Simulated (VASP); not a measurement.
A run of VASP 6.6.1 is set up as follows.

INCAR

```
SYSTEM = Y
ALGO = Normal ; EDIFF = 1E-6
ENCUT = 520 ; ICORELEVEL = 1
ISIF = 2 ; ISMEAR = 1
LASPH = .True. ; LCHARG = .False.
LMAXMIX = 4 ; LREAL = .False.
LWAVE = .False. ; NBANDS = 18
NELM = 80 ; PREC = Accurate
SIGMA = 0.1
```

File KPOINTS:

```
k-points
0
Gamma
  12 12 7
  0 0 0
```

Contents of POSCAR:

```
Y                                       
1.0
    3.5294108355      0.0000000000      0.0000000000
   -1.7647054177      3.0565594459      0.0000000000
    0.0000000000      0.0000000000      5.5283225396
  Y             
     2
Direct
     0.3333333300000021    0.6666666699999979    0.2500000000000000
     0.6666666699999979    0.3333333300000021    0.7500000000000000
```

The input KPOINTS_OPT:

```
explicit points
96
Reciprocal
 0.0000000000  0.0000000000  0.0000000000 1
 0.0555555556  0.0000000000  0.0000000000 1
 0.1111111111  0.0000000000  0.0000000000 1
 0.1666666667  0.0000000000  0.0000000000 1
 0.2222222222  0.0000000000  0.0000000000 1
 0.2777777778  0.0000000000  0.0000000000 1
 0.3333333333  0.0000000000  0.0000000000 1
 0.3888888889  0.0000000000  0.0000000000 1
 0.4444444444  0.0000000000  0.0000000000 1
 0.5000000000  0.0000000000  0.0000000000 1
 0.5000000000  0.0000000000  0.0000000000 1
 0.4814814815  0.0370370370  0.0000000000 1
 0.4629629630  0.0740740741  0.0000000000 1
 0.4444444444  0.1111111111  0.0000000000 1
 0.4259259259  0.1481481481  0.0000000000 1
 0.4074074074  0.1851851852  0.0000000000 1
 0.3888888889  0.2222222222  0.0000000000 1
 0.3703703703  0.2592592592  0.0000000000 1
 0.3518518518  0.2962962963  0.0000000000 1
 0.3333333333  0.3333333333  0.0000000000 1
 0.3333333333  0.3333333333  0.0000000000 1
 0.2962962963  0.2962962963  0.0000000000 1
 0.2592592592  0.2592592592  0.0000000000 1
 0.2222222222  0.2222222222  0.0000000000 1
 0.1851851852  0.1851851852  0.0000000000 1
 0.1481481481  0.1481481481  0.0000000000 1
 0.1111111111  0.1111111111  0.0000000000 1
 0.0740740741  0.0740740741  0.0000000000 1
 0.0370370370  0.0370370370  0.0000000000 1
 0.0000000000  0.0000000000  0.0000000000 1
 0.0000000000  0.0000000000  0.0000000000 1
 0.0000000000  0.0000000000  0.0555555556 1
 0.0000000000  0.0000000000  0.1111111111 1
 0.0000000000  0.0000000000  0.1666666667 1
 0.0000000000  0.0000000000  0.2222222222 1
 0.0000000000  0.0000000000  0.2777777778 1
 0.0000000000  0.0000000000  0.3333333333 1
 0.0000000000  0.0000000000  0.3888888889 1
 0.0000000000  0.0000000000  0.4444444444 1
 0.0000000000  0.0000000000  0.5000000000 1
 0.0000000000  0.0000000000  0.5000000000 1
 0.0555555556  0.0000000000  0.5000000000 1
 0.1111111111  0.0000000000  0.5000000000 1
 0.1666666667  0.0000000000  0.5000000000 1
 0.2222222222  0.0000000000  0.5000000000 1
 0.2777777778  0.0000000000  0.5000000000 1
 0.3333333333  0.0000000000  0.5000000000 1
 0.3888888889  0.0000000000  0.5000000000 1
 0.4444444444  0.0000000000  0.5000000000 1
 0.5000000000  0.0000000000  0.5000000000 1
 0.5000000000  0.0000000000  0.5000000000 1
 0.4814814815  0.0370370370  0.5000000000 1
 0.4629629630  0.0740740741  0.5000000000 1
 0.4444444444  0.1111111111  0.5000000000 1
 0.4259259259  0.1481481481  0.5000000000 1
 0.4074074074  0.1851851852  0.5000000000 1
 0.3888888889  0.2222222222  0.5000000000 1
 0.3703703703  0.2592592592  0.5000000000 1
 0.3518518518  0.2962962963  0.5000000000 1
 0.3333333333  0.3333333333  0.5000000000 1
 0.3333333333  0.3333333333  0.5000000000 1
 0.2962962963  0.2962962963  0.5000000000 1
 0.2592592592  0.2592592592  0.5000000000 1
 0.2222222222  0.2222222222  0.5000000000 1
 0.1851851852  0.1851851852  0.5000000000 1
 0.1481481481  0.1481481481  0.5000000000 1
 0.1111111111  0.1111111111  0.5000000000 1
 0.0740740741  0.0740740741  0.5000000000 1
 0.0370370370  0.0370370370  0.5000000000 1
 0.0000000000  0.0000000000  0.5000000000 1
 0.5000000000  0.0000000000  0.5000000000 1
 0.5000000000  0.0000000000  0.4444444444 1
 0.5000000000  0.0000000000  0.3888888889 1
 0.5000000000  0.0000000000  0.3333333333 1
 0.5000000000  0.0000000000  0.2777777778 1
 0.5000000000  0.0000000000  0.2222222222 1
 0.5000000000  0.0000000000  0.1666666667 1
 0.5000000000  0.0000000000  0.1111111111 1
 0.5000000000  0.0000000000  0.0555555556 1
 0.5000000000  0.0000000000  0.0000000000 1
 0.3333333333  0.3333333333  0.0000000000 1
 0.3333333333  0.3333333333  0.0555555556 1
 0.3333333333  0.3333333333  0.1111111111 1
 0.3333333333  0.3333333333  0.1666666667 1
 0.3333333333  0.3333333333  0.2222222222 1
 0.3333333333  0.3333333333  0.2777777778 1
 0.3333333333  0.3333333333  0.3333333333 1
 0.3333333333  0.3333333333  0.3888888889 1
 0.3333333333  0.3333333333  0.4444444444 1
 0.3333333333  0.3333333333  0.5000000000 1
 0.0000000000  0.0000000000  0.0000000000 1
 0.0000000000  0.0000000000  0.5000000000 1
 0.3333333333  0.3333333333  0.5000000000 1
 0.3333333333  0.3333333333  0.0000000000 1
 0.5000000000  0.0000000000  0.5000000000 1
 0.5000000000  0.0000000000  0.0000000000 1
```

Potentials or basis: VASP PAW LDA potentials, release 64 (Y_sv).

Launch:

```bash
$ cat potpaw_LDA.64/Y_sv/POTCAR > POTCAR
$ mpirun -np 1 vasp_std > vasp.out
```

Question: Predict the pressure.

Answer: 0.0 GPa.

Question: What does it give for the band gap along the path?

Answer: None (metal or under the smearing width).

Levels at the corners of the path, in eV from the Fermi level:
```tsv
point	band 8	band 9	band 10	band 11	band 12	band 13
Γ	-21.94	-4.82	-2.03	1.31	1.77	1.77
M	-22.06	-1.72	-1.39	-0.97	0.12	1.46
M	-22.06	-1.72	-1.39	-0.97	0.12	1.46
K	-22.26	-0.92	-0.62	-0.62	-0.40	1.14
K	-22.26	-0.92	-0.62	-0.62	-0.40	1.14
Γ	-21.94	-4.82	-2.03	1.31	1.77	1.77
Γ	-21.94	-4.82	-2.03	1.31	1.77	1.77
A	-22.04	-3.25	-3.25	0.98	0.98	1.68
A	-22.04	-3.25	-3.25	0.98	0.98	1.68
L	-22.14	-1.82	-1.82	0.03	0.03	1.70
L	-22.14	-1.82	-1.82	0.03	0.03	1.70
H	-22.08	-0.47	-0.47	-0.40	-0.40	0.57
H	-22.08	-0.47	-0.47	-0.40	-0.40	0.57
A	-22.04	-3.25	-3.25	0.98	0.98	1.68
L	-22.14	-1.82	-1.82	0.03	0.03	1.70
M	-22.06	-1.72	-1.39	-0.97	0.12	1.46
K	-22.26	-0.92	-0.62	-0.62	-0.40	1.14
H	-22.08	-0.47	-0.47	-0.40	-0.40	0.57
```
